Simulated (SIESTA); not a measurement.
The system is Ni.

```xyz
1
Lattice="-1.3837 1.3837 1.3837 1.3837 -1.3837 1.3837 1.3837 1.3837 -1.3837" Properties=species:S:1:pos:R:3 pbc="T T T"
Ni    0.0000    0.0000    0.0000
```

This isn't the form of Ni at room conditions, which is fcc.

| Quantity | Value |
| --- | --- |
| Program | SIESTA 5.4.2 |
| Task | single point |
| Functional | PBEsol |
| Potentials or basis | PseudoDojo 0.4 standard (PBEsol files) |
| Basis | DZP (energy shift 0.003 Ry; two zetas on semicore shells) |
| Grid cutoff | 800 Ry |
| Energy shift | 0.003 Ry |
| k mesh | 13 × 13 × 13 |
| Occupations | fermi-dirac, width 0.05 eV |
| Spin | collinear spin, ferromagnetic start |
| Starting moments | [1.0] μB |

On this cell: pressure -3.4 GPa; net moment 0.61 μB per cell; site moments Ni +0.61 μB; band gap on the k mesh none (metal or under the smearing width).

The same run follows on a disturbed copy (cell strained at random at fixed volume):

```
Ni
1.0
    -1.38853    1.36313    1.43177
     1.33108   -1.36244    1.37363
     1.41530    1.38921   -1.43108
Ni
1
Direct
  0.97925 0.97687 0.98052
```

Q: What does the disturbed cell give?

A: The energy (extrapolated to zero smearing) moves by +10.6 meV/atom; pressure -3.5 GPa; net moment 0.60 μB per cell; site moments Ni +0.60 μB; band gap on the k mesh none (metal or under the smearing width).

Stress tensor (GPa, compression positive):
```
-4.47 -2.96  7.08
-2.96 -3.87 -0.41
 7.08 -0.41 -2.14
```

Caveats: short orbitals over semicore shells can move pressures by several GPa; the basis of atomic orbitals isn't converged, which shifts pressures, moduli and gaps.
